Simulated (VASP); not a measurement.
Input of a VASP 6.6.1 run:

INCAR

```
SYSTEM = Mg
ALGO = Normal
EDIFF = 1E-6
ENCUT = 520
GGA = PE
ISIF = 2
ISMEAR = 0
LASPH = .True.
LCHARG = .True.
LELF = .True.
LREAL = .False.
LVHAR = .True.
LWAVE = .False.
NELM = 80
PREC = Accurate
SIGMA = 0.016
```

KPOINTS

```
k-points
0
Gamma
  10 10 5
  0 0 0
```

The input POSCAR:

```
Mg
1.0
    3.2093000000      0.0000000000      0.0000000000
   -1.6046500000      2.7793353284      0.0000000000
    0.0000000000      0.0000000000      5.2103000000
Mg
2
Direct
    0.6666666667      0.3333333333      0.7500000000
    0.3333333333      0.6666666667      0.2500000000
```

Potentials or basis: VASP PAW PBE potentials, release 64 (Mg).

Command:

```bash
$ cat potpaw_PBE.64/Mg/POTCAR > POTCAR
$ mpirun -np 1 vasp_std > vasp.out
```

Question: Estimate the band gap on the k mesh.

Answer: None (metal or under the smearing width).

Question: Predict the pressure.

Answer: -0.6 GPa.

Stress tensor (GPa, compression positive):
```
-0.82  0.00  0.00
 0.00 -0.82  0.00
 0.00  0.00 -0.08
```
